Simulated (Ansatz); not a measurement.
Structure relaxation of GaS2

Level of theory: DFT PBE, scalar-relativistic, plane waves, PAW (Ansatz 0.2.0). Cutoff 420 eV, Γ-centred k mesh, Gaussian smearing, no spin polarisation in the final step.

The start puts GaS2 on the 3R molybdenite structure type (R3m, No. 160), with Ga in place of Mo, at a guessed volume.

```
CELL_PARAMETERS angstrom
1.60750 0.92809 6.22398
-1.60750 0.92809 6.22398
0.00000 -1.85618 6.22398
ATOMIC_POSITIONS crystal
Ga 0.00000 0.00000 0.00000
S 0.74840 0.74840 0.74840
S 0.58490 0.58490 0.58490
```

Cell and atoms relax at zero pressure; the relaxation can't lower the symmetry of the start. After a coarse first stage the cell is made exact in the group found at 0.06 Å.

Energies over the elements count from the elements' standard structures at the same level, with no empirical corrections.

Problem. What does it relax into?

Solution. It keeps R3m (No. 160). The result has the 3R molybdenite structure. Conventional cell: a = 3.528 Å, c = 15.679 Å. Ga is coordinated by 6 S at 2.48–2.50 Å; S on Wyckoff site a (1 atom of the primitive cell) is coordinated by 3 Ga at 2.48 Å; around S on Wyckoff site a (1 atom of the primitive cell) lie 3 Ga at 2.50 Å and 1 S at 2.87 Å (next S at 3.11 Å).

```xyz
3
Lattice="1.7641 1.0185 5.2263 -1.7641 1.0185 5.2263 0.0000 -2.0370 5.2263" Properties=species:S:1:pos:R:3 pbc="T T T"
Ga    0.0000    0.0000    0.0102
S     0.0000    0.0000   11.8846
S     0.0000    0.0000    9.0098
```

Problem. What are its volume, energy, density and gap?

Solution. The volume per atom is 18.8 Å³, the density is 3.9 g/cm³ and the energy over the elements is -0.06 eV/atom. The gap on the 18×18×18 mesh is 0 eV (a metal).

The final run used a 18×18×18 mesh on its 3-atom cell and 0.10 eV smearing. The k mesh leaves about 4 meV/atom of noise in metals. No dispersion correction is applied, so the spacing between layers, chains or molecules is poorly fixed, and with it the volume and density. Symmetry constrained the relaxation, so the result can be a saddle point. The steps took of the order of 4 core-minutes in all.